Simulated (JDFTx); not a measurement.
# LiF (Griceite) (Fm-3m) in JDFTx: equation of state

Aim: energy against volume of LiF (Griceite) in PBEsol, for its equilibrium volume and stiffness.

Everything below comes from runs of JDFTx 1.7.0 (patched build). Logs are shortened: lines on timing, memory, paths and dates and some standing lists are left out, and cuts for length are marked. The log counts tension as positive stress, the text compression.

## (1) The structure

It takes space group Fm-3m (No. 225, cubic). The conventional cell has a = 4.028 Å, b = 4.028 Å, c = 4.028 Å, α = 90.00°, β = 90.00°, γ = 90.00°. F (site symmetry m-3m) is surrounded by 6 Li at 2.01 Å. Li (site symmetry m-3m) has 6 F at 2.01 Å as nearest neighbours.

## (2) Equation of state, PBEsol, 7.68 Å³/atom (volume scaled by 0.94)

LiF.in

```
lattice \
    0.0000000000     3.7282150145     3.7282150145 \
    3.7282150145     0.0000000000     3.7282150145 \
    3.7282150145     3.7282150145     0.0000000000
coords-type Lattice
ion F      0.5000000000     0.5000000000     0.5000000000 1
ion Li     0.0000000000     0.0000000000     0.0000000000 1

ion-species pseudo/F.upf
ion-species pseudo/Li.upf
elec-cutoff 42 336
elec-ex-corr gga-PBEsol
kpoint-folding 11 11 11
elec-smearing Fermi 0.0018374661
elec-n-bands 10
electronic-SCF nIterations 100 energyDiffThreshold 1e-09
electronic-minimize nIterations 30 energyDiffThreshold 1e-7
forces-output-coords Cartesian

dump-name run.$VAR
dump End Ecomponents EigStats BandEigs Kpoints Forces Stress
```

Potentials or basis: PseudoDojo-SR-PBEsol-0.4.1-standard with smoothed tails.

Launch:

```bash
jdftx -c 1 -i LiF.in -o LiF.out
```

Output:

```text
*************** JDFTx 1.7.0 (patched build) ***************

Input parsed successfully to the following command list (including defaults):
[... the input with its defaults ...]

---------- Setting up symmetries ----------

Found 48 point-group symmetries of the bravais lattice
Found 48 space-group symmetries with basis
Applied RMS atom displacement 0 bohrs to make symmetries exact.

---------- Initializing the Grid ----------
R =
[            0      3.72822      3.72822  ]
[      3.72822            0      3.72822  ]
[      3.72822      3.72822            0  ]
unit cell volume = 103.641
G =
[  -0.842653   0.842653   0.842653  ]
[   0.842653  -0.842653   0.842653  ]
[   0.842653   0.842653  -0.842653  ]
Minimum fftbox size, Smin = [  44  44  44  ]
Chosen fftbox size, S = [  48  48  48  ]

---------- Initializing tighter grid for wavefunction operations ----------
R =
[            0      3.72822      3.72822  ]
[      3.72822            0      3.72822  ]
[      3.72822      3.72822            0  ]
unit cell volume = 103.641
G =
[  -0.842653   0.842653   0.842653  ]
[   0.842653  -0.842653   0.842653  ]
[   0.842653   0.842653  -0.842653  ]
Minimum fftbox size, Smin = [  32  32  32  ]
Chosen fftbox size, S = [  32  32  32  ]

---------- Exchange Correlation functional ----------
Initalized PBEsol GGA exchange.
Initalized PBEsol GGA correlation.

---------- Setting up pseudopotentials ----------
Width of ionic core gaussian charges (only for fluid interactions / plotting) set to 0

Reading pseudopotential file 'pseudo/F.upf':
  'F' pseudopotential, 'PBESOL' functional
  Generated using ONCVPSP code by D. R. Hamann
  7 valence electrons, 2 orbitals, 5 projectors, 832 radial grid points, with lMax = 2
    2S    l: 0   occupation:  2.0   eigenvalue: -1.092210
    2P    l: 1   occupation:  5.0   eigenvalue: -0.406148
  Core radius for overlap checks: 1.56 bohrs.

Reading pseudopotential file 'pseudo/Li.upf':
  'Li' pseudopotential, 'PBESOL' functional
  Generated using ONCVPSP code by D. R. Hamann
  3 valence electrons, 2 orbitals, 4 projectors, 1001 radial grid points, with lMax = 1
    1S    l: 0   occupation:  2.0   eigenvalue: -1.887917
    2S    l: 0   occupation:  1.0   eigenvalue: -0.103704
  Core radius for overlap checks: 1.34 bohrs.

Initialized 2 species with 2 total atoms.

Folded 1 k-points by 11x11x11 to 1331 k-points.

---------- Setting up k-points, bands, fillings ----------
Reduced to 56 k-points under symmetry.
Computing the number of bands and number of electrons
Calculating initial fillings.
nElectrons:  10.000000   nBands: 10   nStates: 56

----- Setting up reduced wavefunction bases (one per k-point) -----
average nbasis = 1347.368 , ideal nbasis = 1347.413

---------- Setting up ewald sum ----------
Optimum gaussian width for ewald sums = 1.693291 bohr.
Real space sum over 1331 unit cells with max indices [  5  5  5  ]
Reciprocal space sum over 2197 terms with max indices [  6  6  6  ]

---------- Allocating electronic variables ----------
Initializing wave functions:  linear combination of atomic orbitals
Note: number of bands (10) exceeds available atomic orbitals (6)
F pseudo-atom occupations:   s ( 2 )  p ( 5 )
Li pseudo-atom occupations:   s ( 2 1 )
	FillingsUpdate:  mu: +0.224610266  nElectrons: 10.000000
LCAOMinimize: Iter:   0  F: -31.2201743117742794  |grad|_K:  4.351e-03  alpha:  1.000e+00
	FillingsUpdate:  mu: +0.135960361  nElectrons: 10.000000
LCAOMinimize: Iter:   1  F: -31.2469653141903407  |grad|_K:  4.143e-04  alpha:  4.353e-01  linmin: -3.902e-01  cgtest:  9.164e-01
LCAOMinimize: Encountered beta<0, resetting CG.
[... 6 lines of inner loops ...]
LCAOMinimize: Iter:   4  F: -31.2471929148139118  |grad|_K:  2.727e-07  alpha:  4.624e-01  linmin:  1.261e-04  cgtest: -2.759e-04
	FillingsUpdate:  mu: +0.127201795  nElectrons: 10.000000
LCAOMinimize: Iter:   5  F: -31.2471929150184025  |grad|_K:  4.837e-09  alpha:  9.846e-01  linmin:  3.991e-02  cgtest: -1.569e-01
LCAOMinimize: Converged (|Delta F|<1.000000e-06 for 2 iters).

-------- Electronic minimization -----------
Will mix electronic density at each iteration.
	FillingsUpdate:  mu: +0.127201795  nElectrons: 10.000000
	FillingsUpdate:  mu: +0.123905721  nElectrons: 10.000000
SCF: Cycle:  0   F: -31.263007928796583   dF: -1.582e-02   |Residual|: 6.942e-02   |deigs|: 6.216e-01
	FillingsUpdate:  mu: +0.100000000  nElectrons: 10.000000
SCF: Cycle:  1   F: -31.266153656801858   dF: -3.146e-03   |Residual|: 7.122e-03   |deigs|: 1.519e-02
	FillingsUpdate:  mu: +0.100000000  nElectrons: 10.000000
SCF: Cycle:  2   F: -31.266162093898771   dF: -8.437e-06   |Residual|: 4.058e-03   |deigs|: 1.159e-03
	FillingsUpdate:  mu: +0.100000000  nElectrons: 10.000000
SCF: Cycle:  3   F: -31.266163980260469   dF: -1.886e-06   |Residual|: 6.613e-04   |deigs|: 1.051e-03
	FillingsUpdate:  mu: +0.100000000  nElectrons: 10.000000
SCF: Cycle:  4   F: -31.266164221687692   dF: -2.414e-07   |Residual|: 2.135e-04   |deigs|: 1.771e-04
	FillingsUpdate:  mu: +0.100000000  nElectrons: 10.000000
SCF: Cycle:  5   F: -31.266164243680766   dF: -2.199e-08   |Residual|: 1.485e-05   |deigs|: 8.687e-05
	FillingsUpdate:  mu: +0.100000000  nElectrons: 10.000000
SCF: Cycle:  6   F: -31.266164244340892   dF: -6.601e-10   |Residual|: 7.565e-06   |deigs|: 5.448e-05
	FillingsUpdate:  mu: +0.100000000  nElectrons: 10.000000
SCF: Cycle:  7   F: -31.266164244439018   dF: -9.813e-11   |Residual|: 2.766e-06   |deigs|: 4.036e-05
SCF: Converged (|Delta E|<1.000000e-09 for 2 iters).

Setting wave functions to eigenvectors of Hamiltonian

# Stress tensor in Cartesian coordinates [Eh/a0^3]:
[ -0.000113539            0            0  ]
[            0 -0.000113539            0  ]
[            0            0 -0.000113539  ]

# Ionic positions in lattice coordinates:
ion F   0.500000000000000   0.500000000000000   0.500000000000000 1
ion Li   0.000000000000000   0.000000000000000   0.000000000000000 1

# Forces in Cartesian coordinates:
force F  -0.000000000000000   0.000000000000000   0.000000000000000 1
force Li   0.000000000000000   0.000000000000000  -0.000000000000000 1

# Energy components:
   Eewald =      -20.9008050937208658
       EH =        8.0177937064047669
     Eloc =      -26.1302732775953643
      Enl =       -7.1703238084875531
      Exc =       -7.1426925891620581
 Exc_core =        0.5792032386350826
       KE =       21.4809335794869831
-------------------------------------
     Etot =      -31.2661642444390147
       TS =        0.0000000000000034
-------------------------------------
        F =      -31.2661642444390182

IonicMinimize: Iter:   0  F: -31.266164244439018  |grad|_K:       -nan
IonicMinimize: None of the convergence criteria satisfied after 0 iterations.

#--- Lowdin population analysis ---
# oxidation-state F -0.719
# oxidation-state Li +0.778

Dumping 'run.eigStats' ...
	eMin: -1.423403 at state 0 ( [ +0.000000 +0.000000 +0.000000 ] spin 0 )
	HOMO: +0.048737 at state 0 ( [ +0.000000 +0.000000 +0.000000 ] spin 0 )
	mu  : +0.100000
	LUMO: +0.398300 at state 0 ( [ +0.000000 +0.000000 +0.000000 ] spin 0 )
	eMax: +1.196213 at state 5 ( [ +0.000000 +0.000000 +0.454545 ] spin 0 )
	HOMO-LUMO gap: +0.349563
	Optical gap  : +0.349563 at state 0 ( [ +0.000000 +0.000000 +0.000000 ] spin 0 )
Done!
[note: mu as printed may lie anywhere between the filled and the empty levels]
```

Run time: 9.3 s. Hardware: 1 thread of AMD EPYC 9R45 (Zen 5), shared host; peak memory 0.08 GiB.

Results:

```
Free energy            : -850.7957 eV
Pressure               : 3.3 GPa
Band gap on the k mesh : 9.51 eV, direct
Loewdin charges        : F -0.72; Li +0.78 e
```

Caveat: an odd mesh through Γ misses points on the zone boundary, where band edges often lie.

## (3) Equation of state, PBEsol, 7.84 Å³/atom (volume scaled by 0.96)

LiF.in, as its differences from that of step 2:

```diff
@@ -1,5 +1,5 @@
 lattice \
-    0.0000000000     3.7282150145     3.7282150145 \
-    3.7282150145     0.0000000000     3.7282150145 \
-    3.7282150145     3.7282150145     0.0000000000
+    0.0000000000     3.7544709148     3.7544709148 \
+    3.7544709148     0.0000000000     3.7544709148 \
+    3.7544709148     3.7544709148     0.0000000000
 coords-type Lattice
```

Potentials or basis: PseudoDojo-SR-PBEsol-0.4.1-standard with smoothed tails.

Launch:

```bash
jdftx -c 1 -i LiF.in -o LiF.out
```

It took 9.3 s on 1 thread of AMD EPYC 9R45 (Zen 5), shared host; peak memory 0.08 GiB.

Results (log left out):

- Free energy: -850.8007 eV
- Pressure: 1.6 GPa
- Band gap on the k mesh: 9.31 eV, direct
- Loewdin charges: F -0.72; Li +0.78 e

Caveat: an odd mesh through Γ misses points on the zone boundary, where band edges often lie.

## (4) Equation of state, PBEsol, 8.01 Å³/atom (volume scaled by 0.98)

LiF.in, as its differences from that of step 3:

```diff
@@ -1,5 +1,5 @@
 lattice \
-    0.0000000000     3.7544709148     3.7544709148 \
-    3.7544709148     0.0000000000     3.7544709148 \
-    3.7544709148     3.7544709148     0.0000000000
+    0.0000000000     3.7803646359     3.7803646359 \
+    3.7803646359     0.0000000000     3.7803646359 \
+    3.7803646359     3.7803646359     0.0000000000
 coords-type Lattice
```

Launch:

```bash
jdftx -c 1 -i LiF.in -o LiF.out
```

It took 9.9 s on 1 thread of AMD EPYC 9R45 (Zen 5), shared host; peak memory 0.08 GiB.

It converged, with:

```
Free energy            : -850.8023 eV
Pressure               : 0.0 GPa
Band gap on the k mesh : 9.12 eV, direct
Loewdin charges        : F -0.72; Li +0.78 e
```

Caveat: an odd mesh through Γ misses points on the zone boundary, where band edges often lie.

## (5) Equation of state, PBEsol, 8.17 Å³/atom

LiF.in, as its differences from that of step 4:

```diff
@@ -1,5 +1,5 @@
 lattice \
-    0.0000000000     3.7803646359     3.7803646359 \
-    3.7803646359     0.0000000000     3.7803646359 \
-    3.7803646359     3.7803646359     0.0000000000
+    0.0000000000     3.8059084150     3.8059084150 \
+    3.8059084150     0.0000000000     3.8059084150 \
+    3.8059084150     3.8059084150     0.0000000000
 coords-type Lattice
```

Launch:

```bash
jdftx -c 1 -i LiF.in -o LiF.out
```

Wall time 9.2 s (1 thread of AMD EPYC 9R45 (Zen 5), shared host); peak memory 0.08 GiB.

The run converged. Its results:

- Free energy: -850.8009 eV
- Pressure: -1.4 GPa
- Band gap on the k mesh: 8.94 eV, direct
- Loewdin charges: F -0.72; Li +0.78 e

Caveat: an odd mesh through Γ misses points on the zone boundary, where band edges often lie.

[end of part 1 of 2]
